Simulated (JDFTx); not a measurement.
NaCl:

```
Cl Na
1.0
     0.00000    2.79406    2.79406
     2.79406    0.00000    2.79406
     2.79406    2.79406    0.00000
Cl Na
1 1
Direct
  0.50000 0.50000 0.50000
  0.00000 0.00000 0.00000
```

The cell is a database's computed one.

Base run:

| Item | Value |
| --- | --- |
| Program | JDFTx 1.7.0 (patched build) |
| Functional | LDA |
| Potentials or basis | PseudoDojo-SR-LDA-0.4.1-standard |
| Cutoff | 1197 eV |
| Density cutoff | 9578 eV |
| k mesh | 8 × 8 × 8 |
| Occupations | fermi-dirac, width 0.05 eV |
| Spin | no spin polarisation |

Its results: band gap on the k mesh 4.80 eV, direct; pressure -1.8 GPa.

Question: The run is repeated on the same cell with these changes: functional from LDA to r2SCAN; potentials or basis from PseudoDojo-SR-LDA-0.4.1-standard to SG15-PBE-1.2; cutoff from 1197 eV to 1088 eV; density cutoff from 9578 eV to 8708 eV. What comes out?

Answer: Band gap on the k mesh 5.96 eV, direct; pressure 0.6 GPa.

Caveats: the potentials were made for another functional, which shifts forces and pressure (some runs).

